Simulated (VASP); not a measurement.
Runs of VASP 6.6.1 on Ca. Symmetry: Im-3m, No. 229, cubic system. Conventional cell: a = 4.480 Å, b = 4.480 Å, c = 4.480 Å, α = 90.00°, β = 90.00°, γ = 90.00°. Ca (site symmetry m-3m) has 8 Ca at 3.88 Å as nearest neighbours. This isn't the form of Ca at room conditions, which is fcc.

```tsv
level	gap on the mesh (eV)	pressure (GPa)	relaxed volume (Å³/atom)
BLYP+D3	none	0.0	41.93
BLYP+D3(BJ)	none	0.0	(a)
BLYP+D4	none	0.0	40.02
BLYP	none	0.0	42.30
```

Alike in all rows: task relaxation of cell and atoms; potentials or basis VASP PAW PBE potentials, release 64 (Ca_sv); no spin polarisation; cell relaxed; k mesh 8 × 8 × 8; cutoff (eV) 600; smearing fermi-dirac 0.05 eV.

**Question.** Estimate the missing entries.

**Answer.** (a) 36.98.

Caveats: the PAW data sets were made with another functional, which shifts forces and pressure a little; pairwise dispersion overbinds metals, which lowers pressure and volume (some runs); the volume moved by over 15 % at a fixed basis, so the end points are rough (some runs).

A gap of «none» marks a metal or a gap under the smearing width.
